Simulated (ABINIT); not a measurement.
Runs of ABINIT 10.8.3 (patched build) on CuO (Tenorite). The structure is monoclinic, space group C2/c (No. 15). The conventional cell has a = 4.684 Å, b = 3.423 Å, c = 5.129 Å, α = 90.00°, β = 99.54°, γ = 90.00°. Cu (site symmetry -1) has 4 O at 1.95 to 1.96 Å as nearest neighbours. O (site symmetry 2) is surrounded by 4 Cu at 1.95 to 1.96 Å. 

```tsv
task	level	potentials or basis	cell	k mesh	cutoff (eV)	bands in the sums	broadening (eV)	scissor shift (eV)	tensor components	gap on the mesh (eV)	pressure (GPa)	largest force (eV/Å)
single point	LDA	PseudoDojo NC SR LDA v0.4.1 standard	as given	8 × 8 × 4	1252	-	-	-	-	none	-9.7	(a)
single point	PBE	SG15 NC PBE v1.2	cell strained at random	8 × 8 × 4	1143	-	-	-	-	none	4.1	0.23
single point	PBE	PseudoDojo NC SR PBE v0.4.1 standard	as given	8 × 8 × 4	1252	-	-	-	-	none	5.5	0.29
optical spectrum	LDA	PseudoDojo NC SR LDA v0.4.1 standard	as given	12 × 12 × 6	1252	31	0.1	0	11 × 22 × 33	none	-9.7	0.48
optical spectrum	PBE	PseudoDojo NC SR PBE v0.4.1 standard	as given	12 × 12 × 6	1252	31	0.15	0	11 × 22 × 33	none	5.5	0.28
single point	PBE	PseudoDojo NC SR PBE v0.5 standard	as given	8 × 8 × 4	1143	-	-	-	-	none	4.4	0.29
```

Alike in all rows: no spin polarisation; smearing fermi-dirac 0.05 eV.

Question: Fill in the values left out.

Answer: (a) 0.49.

Caveats: the run has no spin polarisation, though such a crystal can be magnetic; semilocal functionals often make such compounds metallic where correlation or magnetic order opens a gap, which also shifts bond lengths; the intraband (Drude) term is left out (some runs); spectra need much finer meshes, so this one isn't converged (some runs); independent-particle spectra lack excitons (some runs).

A gap of «none» marks a metal or a gap under the smearing width.
